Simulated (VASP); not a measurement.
# MnS (Fm-3m) in VASP: further runs, part 3 of 3

VASP 6.6.1.

### 5 Single point, PBEsol, collinear spin, ferromagnetic start (atoms moved at random, drawn with an rms of 0.05 Å)

The input, INCAR:

```
SYSTEM = MnS
PREC = Accurate
ENCUT = 520
EDIFF = 1E-7
ISMEAR = -1
SIGMA = 0.05
LREAL = .False.
LASPH = .True.
NELM = 100
ALGO = Normal
ISIF = 2
LWAVE = .False.
LCHARG = .True.
ISPIN = 2
MAGMOM = 4 0
LORBIT = 11
LMAXMIX = 4
GGA = PS
LELF = .True.
LVHAR = .True.
NBANDS = 20
```

The input, KPOINTS:

```
Automatic mesh
0
Gamma
  9 9 9
  0 0 0
```

The input, POSCAR:

```
MnS
1.0
    0.0000000000      2.6045000000      2.6045000000
    2.6045000000      0.0000000000      2.6045000000
    2.6045000000      2.6045000000      0.0000000000
Mn S
1 1
Direct
    0.0036870000      0.0020330000     -0.0113660000
    0.5063840000      0.5112610000      0.4877610000
```

Potentials or basis: VASP PAW PBE potentials, release 64 (Mn_pv, S).

Run with:

```bash
$ cat potpaw_PBE.64/Mn_pv/POTCAR potpaw_PBE.64/S/POTCAR > POTCAR
$ mpirun -np 1 vasp_std > vasp.out
```

OUTCAR:

```text
SYSTEM = MnS
   PREC = Accurate
   ENCUT = 520
   EDIFF = 1E-7
   ISMEAR = -1
   LREAL = .False.
   LASPH = .True.
   NELM = 100
   ISIF = 2
   ISPIN = 2
   LORBIT = 11
   GGA = PS

 ion  position               nearest neighbor table
   1  0.004  0.002  0.989-   2 2.57   2 2.58   2 2.60   2 2.61   2 2.63   2 2.64
   2  0.506  0.511  0.488-   1 2.57   1 2.58   1 2.60   1 2.61   1 2.63   1 2.64

  LATTYP: Found a face centered cubic cell.
 ALAT       =     5.2090000000

  Lattice vectors:

 A1 = (   0.0000000000,   2.6045000000,   2.6045000000)
 A2 = (   2.6045000000,   0.0000000000,   2.6045000000)
 A3 = (   2.6045000000,   2.6045000000,   0.0000000000)

Analysis of symmetry for initial positions (statically):
=====================================================================
 Subroutine PRICEL returns:
 Original cell was already a primitive cell.

 Routine SETGRP: Setting up the symmetry group for a
 face centered cubic supercell.

 Subroutine GETGRP returns: Found  1 space group operations
 (whereof  1 operations were pure point group operations)
 out of a pool of 48 trial point group operations.

The static configuration has the point symmetry C_1 .

Analysis of symmetry for dynamics (positions and initial velocities):
=====================================================================
 Subroutine PRICEL returns:
 Original cell was already a primitive cell.

 Routine SETGRP: Setting up the symmetry group for a
 face centered cubic supercell.

 Subroutine GETGRP returns: Found  1 space group operations
 (whereof  1 operations were pure point group operations)
 out of a pool of 48 trial point group operations.

The dynamic configuration has the point symmetry C_1 .

Analysis of structural, dynamic, and magnetic symmetry:
=====================================================================
 Subroutine PRICEL returns:
 Original cell was already a primitive cell.

 Routine SETGRP: Setting up the symmetry group for a
 face centered cubic supercell.

 Subroutine GETGRP returns: Found  1 space group operations
 (whereof  1 operations were pure point group operations)
 out of a pool of 48 trial point group operations.

The overall configuration has the point symmetry C_1 .

 Subroutine INISYM returns: Found  1 space group operations
 (whereof  1 operations are pure point group operations),
 and found     1 'primitive' translations

----------------------------------------------------------------------------------------

                                     Primitive cell

  volume of cell :      35.3348

  direct lattice vectors                    reciprocal lattice vectors
     0.000000000  2.604500000  2.604500000    -0.191975427  0.191975427  0.191975427
     2.604500000  0.000000000  2.604500000     0.191975427 -0.191975427  0.191975427
     2.604500000  2.604500000  0.000000000     0.191975427  0.191975427 -0.191975427

  length of vectors
     3.683319223  3.683319223  3.683319223     0.332511194  0.332511194  0.332511194

  position of ions in fractional coordinates (direct lattice)
     0.003687000  0.002033000  0.988634000
     0.506384000  0.511261000  0.487761000

  ion indices of the primitive-cell ions
   primitive index   ion index
                 1           1
                 2           2

[... 64 lines left out ...]
   ICHARG =      2    charge: 1-file 2-atom 10-const
   ISPIN  =      2    spin polarized calculation?
   LNONCOLLINEAR =      F non collinear calculations
   LSORBIT =      F    spin-orbit coupling
   LASPH  =      T    aspherical Exc in radial PAW
   ENCUT  =  520.0 eV  38.22 Ry    6.18 a.u.   6.85  6.85  6.85*2*pi/ulx,y,z
   NELM   =    100;   NELMIN=  2; NELMDL= -5     # of ELM steps
   EDIFF  = 0.1E-06   stopping-criterion for ELM
   LREAL  =      F    real-space projection
   EDIFFG = 0.1E-05   stopping-criterion for IOM
   NSW    =      0    number of steps for IOM
   IBRION =     -1    ionic relax: 0-MD 1-quasi-New 2-CG
   NFREE  =      0    steps in history (QN), initial steepest desc. (CG)
   ISIF   =      2    stress and relaxation
   ISYM   =      2    0-nonsym 1-usesym 2-fastsym
   POTIM  = 0.5000    time-step for ionic-motion
   TEBEG  =    0.0;   TEEND  =   0.0 temperature during run
   PSTRESS=    0.0 pullay stress
   NELECT =      19.0000    total number of electrons
   NUPDOWN=      -1.0000    fix difference up-down
   EMIN   =  10.00;   EMAX   =-10.00  energy-range for DOS
   EFERMI =   0.00;   METHOD = LEGACY
   ISMEAR =    -1;   SIGMA  =   0.05  broadening in eV -4-tet -1-fermi 0-gaus
   EFERMI_NEDOS =   21; number of points for ismear=-14 and -15
   IALGO  =     38    algorithm
   IMIX   =      4    mixing-type and parameters
     AMIX     =   0.40;   BMIX     =  1.00
     AMIX_MAG =   1.60;   BMIX_MAG =  1.00
  volume/ion in A,a.u.               =      17.67       119.23
  Fermi-wavevector in a.u.,A,eV,Ry     =   1.331246  2.515690 24.112464  1.772216
  Thomas-Fermi vector in A             =   2.460272
   LORBIT       =     11    0 simple, 1 ext, 2 COOP (PROOUT), +10 PAW based schemes
   GGA     = PS    functional components
   LHFCALC =     F    Hartree Fock is set to
   AEXX    =    0.0000 exact exchange contribution
   IVDW    =     0    specifies the selected vdW correction
   LEPSILON=     F    determine dielectric tensor
   LRPA    =     F    only Hartree local field effects (RPA)
 spin polarized calculation
  energy-cutoff  :      520.00
  volume of cell :       35.33
 maximum number of plane-waves:       963
   NGX = 13   NGY = 13   NGZ = 13

 number of electron      19.0000004 magnetization       4.6853551

 Free energy of the ion-electron system (eV)
  ---------------------------------------------------
  ext. energy  EPLUGINS =         0.00000000
  ---------------------------------------------------
  free energy    TOTEN  =       -14.85615275 eV

  energy without entropy =      -14.84927938  energy(sigma->0) =      -14.85271607

 E-fermi :   6.5167     XC(G=0): -10.8153

 val. band max:        6.4674842276   @ k =   0.3333   0.3333   0.3333
 cond. band min:       6.5168644553   @ k =   0.1111  -0.3333  -0.2222
 fundamental gap:      0.0493802277
 Fermi energy:         6.5166610488

 spin component 1

 k-point     1 :       0.0000    0.0000    0.0000
  band No.  band energies     occupation
      1     -43.9828      1.00000
      2     -43.9826      1.00000
      3     -43.9824      1.00000
      4      -8.0536      1.00000
      5       3.1579      1.00000
      6       3.1593      1.00000
[... 541 lines left out ...]
     19      18.9499      0.00000
     20      21.0519      0.00000

 [... further k-points ...]

 spin component 2

 k-point     1 :       0.0000    0.0000    0.0000
  band No.  band energies     occupation
      1     -39.5271      1.00000
      2     -39.5269      1.00000
      3     -39.5268      1.00000
      4      -7.7321      1.00000
      5       4.8974      1.00000
      6       4.9026      1.00000
[... 541 lines left out ...]
     19      19.8866      0.00000
     20      21.9414      0.00000

 [... further k-points ...]

------------------------ aborting loop because EDIFF is reached ----------------------------------------

  FORCE on cell =-STRESS in cart. coord.  units (eV):
  Direction    XX          YY          ZZ          XY          YZ          ZX
  --------------------------------------------------------------------------------------
  -------------------------------------------------------------------------------------
  Total       -1.5712459     -1.5811706     -1.5602546      0.0000555     -0.0000911     -0.0004995
  in kB      -71.2445507    -71.6945665    -70.7461785      0.0025174     -0.0041318     -0.0226485
  external PRESSURE =     -71.2284319 kB  Pullay stress =       0.0000000 kB

 VOLUME and BASIS-vectors are now :
 -----------------------------------------------------------------------------
  energy-cutoff  :      520.00
  volume of cell :       35.33
      direct lattice vectors                 reciprocal lattice vectors
     0.000000000  2.604500000  2.604500000    -0.191975427  0.191975427  0.191975427
     2.604500000  0.000000000  2.604500000     0.191975427 -0.191975427  0.191975427
     2.604500000  2.604500000  0.000000000     0.191975427  0.191975427 -0.191975427

 POSITION                                       TOTAL-FORCE (eV/Angst)
 -----------------------------------------------------------------------------------
      2.58019      2.58450      0.01490         0.049879      0.010810      0.071814
      2.60195      2.58925      2.65046        -0.049879     -0.010810     -0.071814
 -----------------------------------------------------------------------------------
    total drift:                               -0.000151     -0.000033      0.000327

  FREE ENERGIE OF THE ION-ELECTRON SYSTEM (eV)
  ---------------------------------------------------
  free  energy   TOTEN  =       -14.8561527495 eV

  energy  without entropy=      -14.8492793826  energy(sigma->0) =      -14.85271607

 total charge

# of ion       s       p       d       tot
------------------------------------------
    1        0.218   6.166   4.929  11.313
    2        1.322   2.370   0.000   3.692
--------------------------------------------------
tot          1.541   8.536   4.929  15.005

 magnetization (x)

# of ion       s       p       d       tot
------------------------------------------
    1        0.051   0.039   4.140   4.230
    2        0.026   0.073   0.000   0.099
--------------------------------------------------
tot          0.076   0.112   4.140   4.329
```

OSZICAR:

```text
N       E                     dE             d eps       ncg     rms          rms(c)
DAV:   1     0.153414632763E+03    0.15341E+03   -0.10055E+04 29216   0.992E+02
DAV:   2    -0.798961547231E+01   -0.16140E+03   -0.15175E+03 30560   0.286E+02
DAV:   3    -0.159408218865E+02   -0.79512E+01   -0.78454E+01 33964   0.683E+01
DAV:   4    -0.160376500346E+02   -0.96828E-01   -0.96756E-01 32892   0.769E+00
DAV:   5    -0.160390417416E+02   -0.13917E-02   -0.13917E-02 33084   0.972E-01    0.114E+01
DAV:   6    -0.149601995665E+02    0.10788E+01   -0.61928E+00 32568   0.289E+01    0.111E+01
DAV:   7    -0.148603822005E+02    0.99817E-01   -0.75646E-01 32216   0.118E+01    0.596E+00
DAV:   8    -0.148625781832E+02   -0.21960E-02   -0.33354E-02 32796   0.143E+00    0.324E+00
DAV:   9    -0.148546090438E+02    0.79691E-02   -0.12519E-02 31972   0.111E+00    0.453E-01
DAV:  10    -0.148561207106E+02   -0.15117E-02   -0.26204E-03 31040   0.410E-01    0.172E-01
DAV:  11    -0.148561193207E+02    0.13899E-05   -0.35479E-04 32376   0.129E-01    0.109E-01
DAV:  12    -0.148561380047E+02   -0.18684E-04   -0.65757E-05 33060   0.658E-02    0.775E-02
DAV:  13    -0.148561472586E+02   -0.92539E-05   -0.59851E-06 31500   0.243E-02    0.437E-02
DAV:  14    -0.148561524473E+02   -0.51887E-05   -0.28054E-06 31160   0.149E-02    0.685E-03
DAV:  15    -0.148561528077E+02   -0.36036E-06   -0.22725E-07 32756   0.360E-03    0.173E-03
DAV:  16    -0.148561527495E+02    0.58181E-07   -0.26996E-08 16696   0.146E-03
   1 F= -.14856153E+02 E0= -.14852716E+02  d E =-.687337E-02  mag=     4.6854
```

Run time: 3.5 min. Hardware: 1 thread of Intel Xeon 6975P-C (Granite Rapids), shared host; peak memory 0.46 GiB.

Results:

```
Free energy                                           : -14.8562 eV
Pressure                                              : -7.1 GPa
Largest force                                         : 0.088 eV/Å
Band gap on the k mesh                                : none (metal or under the smearing width)
Net moment                                            : 4.69 μB per cell
Site moments                                          : Mn +4.23; S +0.10 μB
Valence electrons inside the program's atomic spheres : Mn 11.31; S 3.69
```

Forces in eV/Å, atoms in the order of the input:
```
Mn   0.050  0.011  0.072
S   -0.050 -0.011 -0.072
```

Levels at points of the mesh, in eV from the Fermi level:
Spin up:
```
           k point  band 10  band 11  band 12  band 13  band 14  band 15
(0.00, 0.00, 0.00)    -1.84    -1.84    -1.84     1.64     8.55     8.55
```
Spin down:
```
           k point  band 4  band 5  band 6  band 7  band 8  band 9  band 10  band 11
(0.00, 0.00, 0.00)  -14.25   -1.62   -1.61   -1.61    0.28    0.28     0.29     0.36
```

Caveat: the PAW data sets were made with another functional, which shifts forces and pressure a little; a cell with one magnetic atom can't hold antiferromagnetic order, which such compounds often take; semilocal functionals often make such compounds metallic where correlation or magnetic order opens a gap, which also shifts bond lengths.

### 6 Summary

```csv
level,cell,ladder,gap on the mesh (eV),pressure (GPa),moment (μB),largest force (eV/Å)
PBE,as given,-,none,-2.9,4.71,-
PBE,"atoms moved at random, drawn with an rms of 0.05 Å",-,none,-2.8,4.71,0.10
PBEsol,as given,free,none,-7.2,4.69,-
PBEsol,"atoms moved at random, drawn with an rms of 0.05 Å",free,none,-7.1,4.69,0.09
```

Alike in all rows: task single point; potentials or basis VASP PAW PBE potentials, release 64 (Mn_pv, S); spin collinear, ferromagnetic start; k mesh 9 × 9 × 9; cutoff (eV) 520; smearing fermi-dirac 0.05 eV.

Caveats: a cell with one magnetic atom can't hold antiferromagnetic order, which such compounds often take; semilocal functionals often make such compounds metallic where correlation or magnetic order opens a gap, which also shifts bond lengths; the PAW data sets were made with another functional, which shifts forces and pressure a little (some runs).

Total energies depend on the potentials used, so only differences within one code and one set of settings carry meaning.
